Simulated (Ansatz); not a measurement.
# Rh: distorted cells

All numbers below come from DFT PBE, scalar-relativistic, plane waves, PAW (Ansatz).

Settings: cutoff 420 eV, Γ-centred mesh 16×16×16 on the computed 1-atom cell, Gaussian smearing of 0.10 eV; no spin polarisation.

Reference cell:

```yaml
crystal:
  lattice:
    - [0.00000, 1.90155, 1.90155]
    - [1.90155, 0.00000, 1.90155]
    - [1.90155, 1.90155, 0.00000]
  atoms:
    - { symbol: Rh, position: [0.00000, 0.00000, 0.00000] }
```

Each variant moves atoms of this cell by the vectors given, if any (Å), and then applies a symmetric strain (tensor components, Cartesian axes). The reference cell isn't relaxed at this level. Energies are per atom at zero smearing, counted from the lowest variant. Pressure is positive in compression.

1. strain (xx yy zz yz xz xy, %) 3.86 1.50 5.14 -0.49 -0.39 0.61
2. strain (xx yy zz yz xz xy, %) 6.33 6.33 0.33 -0.63 -0.63 1.94
3. strain (xx yy zz yz xz xy, %) -3.04 -2.19 -3.04 -1.00 0.00 -1.00

```
result  ΔE (meV/atom) P (GPa)
     A           59.3   -19.73
     B           72.8    35.84
     C            0.0   -16.75
```

Question: Which variant gave which result?

Answer: A is 2, B is 3, C is 1. The pressure falls as the cell grows: from the smallest volume to the largest the variants are 3, 1, 2.